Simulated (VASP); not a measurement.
# Mo (Im-3m) in VASP: a series of runs

Runs on Mo. Level: PBE. Tasks: single point.

All numbers are computed with VASP 6.6.1; they aren't measurements. Logs are shortened: lines on timing, memory, paths and dates and some standing lists are left out, and cuts for length are marked.

## 1. The structure

Symmetry: Im-3m, No. 229, cubic system. Conventional cell: a = 3.168 Å, b = 3.168 Å, c = 3.168 Å, α = 90.00°, β = 90.00°, γ = 90.00°. Mo (site symmetry m-3m) is surrounded by 8 Mo at 2.74 Å.

## 2. Single point, PBE

INCAR reads:

```
ADDGRID = F
ALGO = Normal
EDIFF = 1E-5
ENCUT = 550
GGA = PE
ISIF = 2
ISMEAR = 1
LASPH = T
LCHARG = F
LREAL = F
LWAVE = F
NBANDS = 13
NELM = 100
PREC = Accurate
SIGMA = 0.2
```

KPOINTS reads:

```
k-points
0
Gamma
  15 15 15
```

POSCAR reads:

```
Mo
1.0
   -1.6018940000      1.6123050000      1.5868230000
    1.5840600000     -1.5829550000      1.5396390000
    1.5998790000      1.5809390000     -1.5574730000
Mo
1
Direct
   -0.0100820000     -0.0008690000      0.0196120000
```

Potentials or basis: VASP PAW PBE potentials, release 64 (Mo_sv).

Launch:

```sh
> cat potpaw_PBE.64/Mo_sv/POTCAR > POTCAR
> mpirun -np 1 vasp_std > vasp.out
```

OUTCAR:

```text
EDIFF = 1E-5
   ENCUT = 550
   GGA = PE
   ISIF = 2
   ISMEAR = 1
   LASPH = T
   LREAL = F
   NELM = 100
   PREC = Accurate

 Found   1688 irreducible k-points:

 Following reciprocal coordinates:
            Coordinates               Weight
  0.000000  0.000000  0.000000      1.000000
  0.066667  0.000000  0.000000      2.000000
  0.133333  0.000000  0.000000      2.000000
  0.200000  0.000000  0.000000      2.000000
  0.266667  0.000000  0.000000      2.000000
  0.333333  0.000000  0.000000      2.000000
   k-points           NKPTS =   1688   k-points in BZ     NKDIM =   1688   number of bands    NBANDS=     13
   number of dos      NEDOS =    301   number of ions     NIONS =      1
   total plane-waves  NPLWV =  13824
   dimension x,y,z NGX =    24 NGY =   24 NGZ =   24
   dimension x,y,z NGXF=    48 NGYF=   48 NGZF=   48
   ions per type =               1
   NGX,Y,Z   is equivalent  to a cutoff of  14.39, 14.68, 14.58 a.u.
   NGXF,Y,Z  is equivalent  to a cutoff of  28.79, 29.36, 29.17 a.u.
 SYSTEM =  unknown system
   PREC   = accura    normal or accurate (medium, high low for compatibility)
   ISTART =      0    job   : 0-new  1-cont  2-samecut
   ICHARG =      2    charge: 1-file 2-atom 10-const
   ISPIN  =      1    spin polarized calculation?
   LNONCOLLINEAR =      F non collinear calculations
   LSORBIT =      F    spin-orbit coupling
   LASPH  =      T    aspherical Exc in radial PAW
   ENCUT  =  550.0 eV  40.42 Ry    6.36 a.u.   5.30  5.20  5.23*2*pi/ulx,y,z
   NELM   =    100;   NELMIN=  2; NELMDL= -5     # of ELM steps
   EDIFF  = 0.1E-04   stopping-criterion for ELM
   LREAL  =      F    real-space projection
   EDIFFG = 0.1E-03   stopping-criterion for IOM
   NSW    =      0    number of steps for IOM
   IBRION =     -1    ionic relax: 0-MD 1-quasi-New 2-CG
   NFREE  =      0    steps in history (QN), initial steepest desc. (CG)
   ISIF   =      2    stress and relaxation
   ISYM   =      2    0-nonsym 1-usesym 2-fastsym
   POTIM  = 0.5000    time-step for ionic-motion
   TEBEG  =    0.0;   TEEND  =   0.0 temperature during run
   PSTRESS=    0.0 pullay stress
   NELECT =      14.0000    total number of electrons
   NUPDOWN=      -1.0000    fix difference up-down
   EMIN   =  10.00;   EMAX   =-10.00  energy-range for DOS
   EFERMI =   0.00;   METHOD = LEGACY
   ISMEAR =     1;   SIGMA  =   0.20  broadening in eV -4-tet -1-fermi 0-gaus
   EFERMI_NEDOS =   21; number of points for ismear=-14 and -15
   IALGO  =     38    algorithm
   IMIX   =      4    mixing-type and parameters
     AMIX     =   0.40;   BMIX     =  1.00
     AMIX_MAG =   1.60;   BMIX_MAG =  1.00
  volume/ion in A,a.u.               =      15.89       107.24
  Fermi-wavevector in a.u.,A,eV,Ry     =   1.569380  2.965697 33.510502  2.462952
  Thomas-Fermi vector in A             =   2.671271
   LORBIT       =      0    0 simple, 1 ext, 2 COOP (PROOUT), +10 PAW based schemes
   GGA     = PE    functional components
   LHFCALC =     F    Hartree Fock is set to
   AEXX    =    0.0000 exact exchange contribution
   IVDW    =     0    specifies the selected vdW correction
   LEPSILON=     F    determine dielectric tensor
   LRPA    =     F    only Hartree local field effects (RPA)
 non-spin polarized calculation
 Methfessel and Paxton  Order N= 1 SIGMA  =   0.20
  energy-cutoff  :      550.00
  volume of cell :       15.89
 maximum number of plane-waves:       478
 NGX is ok and might be reduce to    24
   NGX = 11   NGY = 11   NGZ = 11

 number of electron      14.0000000 magnetization

 Free energy of the ion-electron system (eV)
  ---------------------------------------------------
  ext. energy  EPLUGINS =         0.00000000
  ---------------------------------------------------
  free energy    TOTEN  =       -10.92657343 eV

  energy without entropy =      -10.92662945  energy(sigma->0) =      -10.92659210

 E-fermi :  12.2890     XC(G=0): -13.2977

 val. band max:       12.2874087511   @ k =   0.1333   0.4667   0.4000
 cond. band min:      12.2906011967   @ k =  -0.2667  -0.1333   0.1333
 fundamental gap:      0.0031924455
 Fermi energy:        12.2890202900

 k-point     1 :       0.0000    0.0000    0.0000
  band No.  band energies     occupation
      1     -48.9536      2.00000
      2     -22.2872      2.00000
      3     -22.2566      2.00000
      4     -22.2236      2.00000
      5       5.1498      2.00000
      6      10.7613      2.00000
      7      11.0474      2.00000
      8      11.1751      2.00000
      9      13.8170     -0.00000
     10      14.1121     -0.00000
     11      26.9255      0.00000
     12      27.0283      0.00000
     13      27.4767      0.00000

 k-point     2 :       0.0667    0.0000    0.0000
  band No.  band energies     occupation
      1     -48.9437      2.00000
      2     -22.3432      2.00000
      3     -22.2759      2.00000
      4     -22.2263      2.00000
      5       5.3403      2.00000
      6      10.6861      2.00000
      7      11.0115      2.00000
      8      11.3191      2.00000
      9      13.7806     -0.00000
     10      14.0318     -0.00000
     11      27.2416      0.00000
     12      27.3300      0.00000
     13      27.6538      0.00000

 k-point     3 :       0.1333    0.0000    0.0000
  band No.  band energies     occupation
      1     -48.9154      2.00000
      2     -22.5069      2.00000
      3     -22.3260      2.00000
      4     -22.2306      2.00000
      5       5.8722      2.00000
      6      10.4288      2.00000
      7      10.8769      2.00000
      8      11.8109      2.00372
      9      13.6301     -0.00000
     10      13.9915     -0.00000
     11      27.6850      0.00000
     12      28.1626      0.00000
     13      28.3232      0.00000

 k-point     4 :       0.2000    0.0000    0.0000
  band No.  band energies     occupation
      1     -48.8736      2.00000
      2     -22.7448      2.00000
      3     -22.3986      2.00000
      4     -22.2354      2.00000
      5       6.6007      2.00000
      6      10.0556      2.00000
      7      10.6976      2.00000
      8      12.6237     -0.03942
      9      13.5605     -0.00000
     10      14.0650     -0.00000
     11      27.6472      0.00000
     12      28.5984      0.00000
     13      29.7258      0.00000

 k-point     5 :       0.2667    0.0000    0.0000
  band No.  band energies     occupation
      1     -48.8251      2.00000
      2     -23.0113      2.00000
      3     -22.4808      2.00000
      4     -22.2406      2.00000
      5       7.2044      2.00000
      6       9.6580      2.00000
      7      10.8042      2.00000
      8      13.6801     -0.00000
      9      13.6888     -0.00000
     10      14.2153     -0.00000
     11      26.9140      0.00000
     12      27.9194      0.00000
     13      31.5520      0.00000

 k-point     6 :       0.3333    0.0000    0.0000
  band No.  band energies     occupation
      1     -48.7784      2.00000
      2     -23.2597      2.00000
      3     -22.5585      2.00000
      4     -22.2455      2.00000
      5       7.3656      2.00000
      6       9.3065      2.00000
      7      11.5463      2.00000
      8      13.9104     -0.00000
      9      14.4183     -0.00000
     10      14.8850     -0.00000
     11      25.8453      0.00000
     12      26.4187      0.00000
     13      32.8531      0.00000

 [... further k-points ...]

------------------------ aborting loop because EDIFF is reached ----------------------------------------

  FORCE on cell =-STRESS in cart. coord.  units (eV):
  Direction    XX          YY          ZZ          XY          YZ          ZX
  --------------------------------------------------------------------------------------
  -------------------------------------------------------------------------------------
  Total       -0.2493968     -0.3356785      0.2912281      0.0020354     -0.1702193      0.1010821
  in kB      -25.1439227    -33.8427447     29.3613000      0.2052111    -17.1613280     10.1909898
  external PRESSURE =      -9.8751225 kB  Pullay stress =       0.0000000 kB

 VOLUME and BASIS-vectors are now :
 -----------------------------------------------------------------------------
  energy-cutoff  :      550.00
  volume of cell :       15.89
      direct lattice vectors                 reciprocal lattice vectors
    -1.601894000  1.612305000  1.586823000     0.001971750  0.310249238  0.316949110
     1.584060000 -1.582955000  1.539639000     0.315876418 -0.002757309  0.321678072
     1.599879000  1.580939000 -1.557473000     0.314268351  0.313370033 -0.001149142

 POSITION                                       TOTAL-FORCE (eV/Angst)
 -----------------------------------------------------------------------------------
      0.02832      0.04548      3.07858         0.000000      0.000000     -0.000000
 -----------------------------------------------------------------------------------
    total drift:                                0.000001     -0.000003     -0.000001

  FREE ENERGIE OF THE ION-ELECTRON SYSTEM (eV)
  ---------------------------------------------------
  free  energy   TOTEN  =       -10.9265734266 eV

  energy  without entropy=      -10.9266294530  energy(sigma->0) =      -10.92659210
```

It took 88 s on 1 thread of Intel Xeon 6975P-C (Granite Rapids), shared host; peak memory 0.44 GiB.

These settings aren't checked as converged: the numbers below hold their error.

What came out:

* Free energy: -10.9266 eV
* Pressure: -1.0 GPa
* Band gap on the k mesh: none (metal or under the smearing width)

## 3. Single point, PBE

INCAR: that of step 2 with these lines changed.

```diff
@@ -2,4 +2,4 @@
 ALGO = Normal
-EDIFF = 1E-5
-ENCUT = 550
+EDIFF = 1E-7
+ENCUT = 450
 GGA = PE
```

KPOINTS reads:

```
k-points
0
Gamma
  18 18 18
```

POSCAR reads:

```
Mo
1.0
   -1.5838089719      1.5838089719      1.5838089719
    1.5838089719     -1.5838089719      1.5838089719
    1.5838089719      1.5838089719     -1.5838089719
Mo
1
Direct
    0.0000000000      0.0000000000      0.0000000000
```

Potentials or basis: VASP PAW PBE potentials, release 64 (Mo_sv).

Launch:

```sh
> cat potpaw_PBE.64/Mo_sv/POTCAR > POTCAR
> mpirun -np 1 vasp_std > vasp.out
```

Wall time 13 s (1 thread of Intel Xeon 6975P-C (Granite Rapids), shared host); peak memory 0.15 GiB.

These settings aren't checked as converged: the numbers below hold their error.

Results:

| Quantity | Value |
| --- | --- |
| Free energy | -10.9324 eV |
| Pressure | -1.4 GPa |
| Band gap on the k mesh | none (metal or under the smearing width) |

## 4. Single point, PBE

INCAR is that of step 3.

KPOINTS is that of step 3.

POSCAR reads:

```
Mo
1.0
   -1.6018940000      1.6123050000      1.5868230000
    1.5840600000     -1.5829550000      1.5396390000
    1.5998790000      1.5809390000     -1.5574730000
Mo
1
Direct
   -0.0100820000     -0.0008690000      0.0196120000
```

Launch:

```sh
> cat potpaw_PBE.64/Mo_sv/POTCAR > POTCAR
> mpirun -np 1 vasp_std > vasp.out
```

Run time: 2.8 min. Hardware: 1 thread of Intel Xeon 6975P-C (Granite Rapids), shared host; peak memory 0.54 GiB.

These settings aren't checked as converged: the numbers below hold their error.

Results:

| Property | Result |
| --- | --- |
| Free energy | -10.9260 eV |
| Pressure | -1.3 GPa |
| Band gap on the k mesh | none (metal or under the smearing width) |

## 5. Single point, PBE

INCAR: that of step 4 with these lines changed.

```diff
@@ -3,3 +3,3 @@
 EDIFF = 1E-7
-ENCUT = 450
+ENCUT = 700
 GGA = PE
```

KPOINTS reads:

```
k-points
0
Gamma
  15 15 15
```

POSCAR reads:

```
Mo
1.0
   -1.5838089719      1.5838089719      1.5838089719
    1.5838089719     -1.5838089719      1.5838089719
    1.5838089719      1.5838089719     -1.5838089719
Mo
1
Direct
    0.0000000000      0.0000000000      0.0000000000
```

Launch:

```sh
> cat potpaw_PBE.64/Mo_sv/POTCAR > POTCAR
> mpirun -np 1 vasp_std > vasp.out
```

It took 11 s on 1 thread of Intel Xeon 6975P-C (Granite Rapids), shared host; peak memory 0.16 GiB.

The run converged, but some of its settings lie outside the range that counts as converged, so its numbers aren't taken as properties of the crystal.

What came out:

| Property | Result |
| --- | --- |
| Free energy | -10.9330 eV |
| Pressure | -1.0 GPa |
| Band gap on the k mesh | none (metal or under the smearing width) |

## 6. Single point, PBE

INCAR is that of step 5.

KPOINTS is that of step 5.

POSCAR reads:

```
Mo
1.0
   -1.6018940000      1.6123050000      1.5868230000
    1.5840600000     -1.5829550000      1.5396390000
    1.5998790000      1.5809390000     -1.5574730000
Mo
1
Direct
   -0.0100820000     -0.0008690000      0.0196120000
```

Potentials or basis: VASP PAW PBE potentials, release 64 (Mo_sv).

Launch:

```sh
> cat potpaw_PBE.64/Mo_sv/POTCAR > POTCAR
> mpirun -np 1 vasp_std > vasp.out
```

It took 2 min on 1 thread of Intel Xeon 6975P-C (Granite Rapids), shared host; peak memory 0.56 GiB.

These settings aren't checked as converged: the numbers below hold their error.

What came out:

```yaml
Free_energy: -10.9269 eV
Pressure: -0.9 GPa
Band_gap_on_the_k_mesh: none (metal or under the smearing width)
```
